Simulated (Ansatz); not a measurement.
TaN in Ansatz: the effect of functional

Crystal: TaN.

```xyz
2
Lattice="2.8983 0.0000 0.0000 -1.4491 2.5100 0.0000 0.0000 0.0000 2.8440" Properties=species:S:1:pos:R:3 pbc="T T T"
Ta    0.0000    0.0000    1.4220
N     1.4491    0.8367    0.0000
```

The cell isn't the ideal one: volume scaled by 0.96.

Alike in all runs:

| Property | Result |
| --- | --- |
| Program | Ansatz 0.2.0 |
| Task | single point |
| Potentials or basis | Ansatz PAW |
| k mesh | 10 × 10 × 9 |
| Occupations | fermi-dirac, width 0.05 eV |
| Spin | no spin polarisation |

```csv
functional,cutoff,pressure (GPa)
LDA,420 eV (not typed: the program's choice for these potentials),3.3
PBEsol,420 eV (not typed: the program's choice for these potentials),?
r2SCAN,500 eV (not typed: the program's choice for these potentials),15.8
```

What does the run with functional PBEsol give?

Pressure 10.4 GPa.

Caveats: the PAW data sets come from PBE, with cores solved anew for the run's functional, which leaves a small shift of forces and pressure.
